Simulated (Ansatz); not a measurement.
Structure: an ordered 8-atom cell of CuGaSe2 on the rocksalt lattice (I4_1/amd), at its r2SCAN minimum. Space group I4_1/amd (No. 141), tetragonal; conventional cell a = 5.229 Å, c = 10.695 Å, 18.27 Å³ an atom. Around Cu lie 6 Se at 2.61–2.70 Å; around Se lie 3 Cu at 2.61–2.70 Å and 3 Ga at 2.61–2.64 Å; around Ga lie 6 Se at 2.61–2.64 Å.

```cif
data_structure
_symmetry_space_group_name_H-M 'I4_1/amd:1'
_symmetry_Int_Tables_number 141
_cell_length_a 5.2286
_cell_length_b 5.2286
_cell_length_c 10.6948
_cell_angle_alpha 90.000
_cell_angle_beta 90.000
_cell_angle_gamma 90.000
_cell_volume 292.38
loop_
_atom_site_label
_atom_site_type_symbol
_atom_site_symmetry_multiplicity
_atom_site_Wyckoff_symbol
_atom_site_fract_x
_atom_site_fract_y
_atom_site_fract_z
_atom_site_occupancy
Cu1 Cu 4 a 0.00000 0.50000 0.25000 1
Se1 Se 8 e 0.50000 0.00000 0.49722 1
Ga1 Ga 4 b 0.50000 0.00000 0.25000 1
```

The questions ask for values computed with Ansatz 0.2.0 on this geometry. All values are calculated for a non-magnetic cell, which may be hypothetical.

Given (8×8×8 mesh): r2SCAN gives no gap: the lowest nominally empty band dips 2.23 eV below the top of the last filled one (its bottom at Γ–M (0.80 of the way from Γ), the top at X), so the cell is a metal or semimetal at this level.

(1) What does PBE give for the gap (8×8×8 mesh)?

(2) How does the gap change from r2SCAN to PBE+SOC (8×8×8)?

(3) What do these levels agree on?

Answers

(1) With PBE the bands overlap by 2.26 eV (counted from 1, band 64 peaks at X–P (0.30 of the way from X) and band 65 bottoms out at Γ–M (0.80 of the way from Γ)): no gap.

(2) PBE+SOC gives no gap: the lowest nominally empty band dips 2.17 eV below the top of the last filled one (its bottom at Γ–M (0.80 of the way from Γ), the top at X–P (0.30 of the way from X)), so the cell is a metal or semimetal at this level. Spin-orbit coupling itself accounts for +0.09 eV.

(3) No level opens a gap, but no hybrid is among them, and semilocal functionals can close a real gap.

Only the levels marked +SOC include spin-orbit coupling.

Where an edge lies off the special points, it is a point of the mesh or the k point where a search put PBE's edge or least direct gap, reused for the other functionals, whose own edges may lie a little apart; PBE's own value is read along its path and can be a few hundredths of an eV high.
